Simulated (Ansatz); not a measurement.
**diamond against fcc along groups 8 to 10**

Level of theory: DFT, PBE, plane waves (420 eV) with PAW, scalar-relativistic in Ansatz 0.2.0.

Each structure is relaxed within its symmetry, in the lowest magnetic state of the tried starts. Differences under about 8 meV lie within the error of the k-point mesh.

```tsv
element	E(diamond) − E(fcc) (meV/atom)	V(diamond) (Å³/atom)	V(fcc) (Å³/atom)	state of diamond	state of fcc
Ru	?	?	?	?	?
Os	1156	21.44	14.35	spin not included	spin not included
Co	1283	16.37	10.92	ferromagnetic	ferromagnetic
Rh	1110	20.99	14.05	spin not included	non-magnetic
Ir	1014	21.59	14.51	non-magnetic	non-magnetic
Ni	1203	16.58	10.90	ferromagnetic	ferromagnetic
Pd	1132	24.50	15.37	ferromagnetic	spin not included
Pt	1074	24.13	15.66	spin not included	spin not included
```

Question: Fill in the row of Ru.

Answer: E(diamond) − E(fcc) (meV/atom): 1070; V(diamond) (Å³/atom): 20.28; V(fcc) (Å³/atom): 13.85; state of diamond: non-magnetic; state of fcc: spin not included.
